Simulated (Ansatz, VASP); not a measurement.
## One calculation of HfC, two programs

```
CELL_PARAMETERS angstrom
0.00000 2.32034 2.32034
2.32034 0.00000 2.32034
2.32034 2.32034 0.00000
ATOMIC_POSITIONS crystal
Hf 0.50000 0.50000 0.50000
C 0.00000 0.00000 0.00000
```

Alike in both runs: task single point; functional r2SCAN; k mesh 12 × 12 × 12; occupations gaussian, width 0.05 eV; no spin polarisation.

|  | VASP | Ansatz |
| --- | --- | --- |
| version | VASP 6.6.1 | Ansatz 0.2.0 |
| potentials or method | VASP PAW PBE potentials, release 64 (Hf_pv, C) | scalar-relativistic, plane waves, PAW |
| plane-wave cutoff (eV) | 520 | 500 |
| valence electrons in the cell | 14 | 30 |

|  | VASP | Ansatz | Ansatz less VASP |
| --- | --- | --- | --- |
| gap on the k mesh at the Fermi level (eV) | none | none | - |
| pressure (GPa) | -1.1 | 0.0 | +1.07 |

A gap of «none» marks a metal or a gap that the smearing closes. With one functional, cell and mesh, what is left measures potentials, basis and numerics. The two sets of potentials don't hold the same shells in valence.

Caveats: the PAW data sets were made with another functional, which shifts forces and pressure a little (VASP). Spin-orbit coupling is left out, which matters for the levels of Hf.
